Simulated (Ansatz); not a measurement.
Write the native input for Ansatz 0.2.0 that does the following.

| Item | Value |
| --- | --- |
| Task | band structure |
| Functional | PBE |
| Potentials or basis | PseudoDojo stringent (PBE files) |
| Cutoff | 1450 eV |
| Density cutoff | 5800 eV |
| k mesh | 7 × 7 × 7 |
| Occupations | fermi-dirac, width 0.05 eV |
| Spin | no spin polarisation |
| Path | [["G", "X", "W", "K", "G", "L", "U", "W", "L", "K"], ["U", "X"]] |
| Points for each segment of the path | 14 |

SnTe:

```
Te Sn
1.0
     0.00000    3.15085    3.15085
     3.15085    0.00000    3.15085
     3.15085    3.15085    0.00000
Te Sn
1 1
Direct
  0.50000 0.50000 0.50000
  0.00000 0.00000 0.00000
```

The input as run:

input.yaml

```yaml
crystal:
  lattice:
    - [0.0, 3.15085, 3.15085]
    - [3.15085, 0.0, 3.15085]
    - [3.15085, 3.15085, 0.0]
  atoms:
    - { symbol: Te, position: [0.5, 0.5, 0.5] }
    - { symbol: Sn, position: [0.0, 0.0, 0.0] }
hamiltonian:
  xc: pbe
  pseudopotentials: { kind: nc, accuracy: stringent }
kpoints:
  mp_grid: { grid: [7, 7, 7] }
  band_path:
    path:
      - [[0.0, 0.0, 0.0], [0.5, 0.0, 0.5], [0.5, 0.25, 0.75], [0.375, 0.375, 0.75], [0.0, 0.0, 0.0], [0.5, 0.5, 0.5], [0.625, 0.25, 0.625], [0.5, 0.25, 0.75], [0.5, 0.5, 0.5], [0.375, 0.375, 0.75]]
      - [[0.625, 0.25, 0.625], [0.5, 0.0, 0.5]]
    npoints: 14
scf:
  occupations: { method: fermi_dirac, width: 0.05 }
  n_extra_bands: 6
output:
  forces: true
  stress: true
  eigenvalues: true
  fatbands: false
  write_density: true
  write_potential: true
  elf: true
  volumetric_format: npy
```

Potentials or basis: PseudoDojo stringent (PBE files).

The run is started by

```console
$ ansatz run input.yaml --threads 2 --pin off --max-ram 5632MiB --backend cpu --events-out ev --progress --plain --runs-dir out
```

Results of the run:

* Pressure: 2.3 GPa
* Band gap along the path: 0.07 eV, indirect (least direct gap 0.09 eV)

Caveat: this odd mesh misses L, where the gap lies, so gap, dielectric constants and Born charges aren't listed; spin-orbit coupling is left out, which moves the levels of the heavy elements.

Run time: 21 s on 2 threads of Arm Neoverse V1, with other jobs on the host, peak memory 1.1 GiB.
